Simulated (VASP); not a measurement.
Wanted: the native input for a VASP 6.6.1 run.

```yaml
Task: relaxation of cell and atoms
Functional: PBE
Potentials_or_basis: VASP PAW PBE potentials, release 64 (In_d, Sb, As)
Cutoff: 520 eV
k_mesh: 8 × 8 × 4
Occupations: gaussian, width 0.1 eV
Spin: no spin polarisation
Further_INCAR_settings: ALGO = Normal; EDIFF = 1e-07; IBRION = 2; POTIM = 0.3; EDIFFG = -0.005; NSW = 60; ISIF = 3
```

The structure of InSb2As3 lies in POSCAR:

```
InSb2As3                                
1.0
    4.1356071310      0.0000000000     -0.0000000000
   -2.0678035655      3.5815408386     -0.0000000000
    0.0000000000     -0.0000000000      9.9650036568
  In              Sb              As            
     1     2     3
Direct
     0.0000000000000000    0.0000000000000000    0.9815990147601140
     0.6666666699999979    0.3333333300000021    0.3136445677994573
     0.3333333300000021    0.6666666699999979    0.6495593046032526
     0.0000000000000000    0.0000000000000000    0.4817439067324678
     0.3333333300000021    0.6666666699999979    0.1486030234884492
     0.6666666699999979    0.3333333300000021    0.8148181426162523
```

The cell was built by a generator and needn't be a form met in nature.

The input as run:

INCAR

```
SYSTEM = InSb2As3
PREC = Accurate
ENCUT = 520
EDIFF = 1E-7
ISMEAR = 0
SIGMA = 0.1
LREAL = .FALSE.
LASPH = .TRUE.
NELM = 120
ALGO = Normal
ISIF = 3
LWAVE = .FALSE.
LCHARG = .FALSE.
GGA = PE
IBRION = 2
NSW = 60
EDIFFG = -0.005
POTIM = 0.3
KPAR = 4
```

KPOINTS

```
Automatic mesh
0
G
  8 8 4
  0 0 0
```

Potentials or basis: VASP PAW PBE potentials, release 64 (In_d, Sb, As).

Run with:

```sh
$ cat potpaw_PBE.64/In_d/POTCAR potpaw_PBE.64/Sb/POTCAR potpaw_PBE.64/As/POTCAR > POTCAR
$ mpirun -np 4 vasp_std > vasp.out
```

It gave:

```yaml
Energy_gained_by_relaxing: 0.0 meV/atom
Ionic_steps: 2
Pressure_after_relaxing: 0.0 GPa
Largest_force_after_relaxing: 0.005 eV/Å
Band_gap_on_the_k_mesh: none (metal or under the smearing width)
```

Run time: 39 s on 4 MPI ranks on Intel(R) Xeon(R) Platinum 8488C (Sapphire Rapids) (shared host), peak memory 0.36 GiB a rank.
